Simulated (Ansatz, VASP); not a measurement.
# Sc in VASP and in Ansatz

```
Sc
1.0
    -1.67416    1.67416    1.67416
     1.67416   -1.67416    1.67416
     1.67416    1.67416   -1.67416
Sc
1
Direct
  0.00000 0.00000 0.00000
```

Alike in both runs: task single point; functional PBEsol; k mesh 8 × 8 × 8; occupations gaussian, width 0.1 eV; no spin polarisation.

|  | VASP | Ansatz |
| --- | --- | --- |
| version | VASP 6.6.1 | Ansatz 0.2.0 |
| potentials or method | VASP PAW PBE potentials, release 64 (Sc_sv) | scalar-relativistic, plane waves, PAW |
| plane-wave cutoff (eV) | 520 | 420 |
| valence electrons in the cell | 11 | 11 |

```tsv
	VASP	Ansatz	Ansatz less VASP
gap on the k mesh at the Fermi level (eV)	none	none	-
pressure (GPa)	19.3	19.2	-0.09
```

A gap of «none» marks a metal or a gap that the smearing closes. The functional is the same, so the differences come from potentials, cutoffs and numerics.

Caveats: so large a pressure means that the cell lies far from this level's equilibrium, or that cutoff or potentials fall short (VASP); the potentials were made for another functional, which shifts forces and pressure (VASP).
